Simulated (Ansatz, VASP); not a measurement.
## AlRu in VASP and in Ansatz

```
Al Ru
1.0
     2.93456    0.00000    0.00000
     0.00000    2.93456    0.00000
     0.00000    0.00000    2.93456
Al Ru
1 1
Direct
  0.00000 0.00000 0.00000
  0.50000 0.50000 0.50000
```

Alike in both runs: functional r2SCAN; k mesh 14 × 14 × 14; occupations gaussian, width 0.1 eV; no spin polarisation.

Ansatz relaxed the structure, and its values are those at the end. VASP's run is a single point on that final structure, the one shown.

|  | VASP | Ansatz |
| --- | --- | --- |
| version | VASP 6.6.1 | Ansatz 0.2.0 |
| potentials or method | VASP PAW PBE potentials, release 64 (Al, Ru_pv) | scalar-relativistic, plane waves, PAW |
| plane-wave cutoff (eV) | 520 | 500 |
| valence electrons in the cell | 17 | 19 |

VASP gave:

| Quantity | Value |
| --- | --- |
| gap on the k mesh at the Fermi level (eV) | none |
| pressure (GPa) | 12.2 |

**Question.** Which values does Ansatz return?

**Answer.** gap on the k mesh at the Fermi level (eV): none; pressure (GPa): 11.9.

A gap of «none» marks a metal or a gap that the smearing closes. The two sets of potentials don't hold the same shells in valence.

Caveats: the PAW data sets were made with another functional, which shifts forces and pressure a little (VASP).
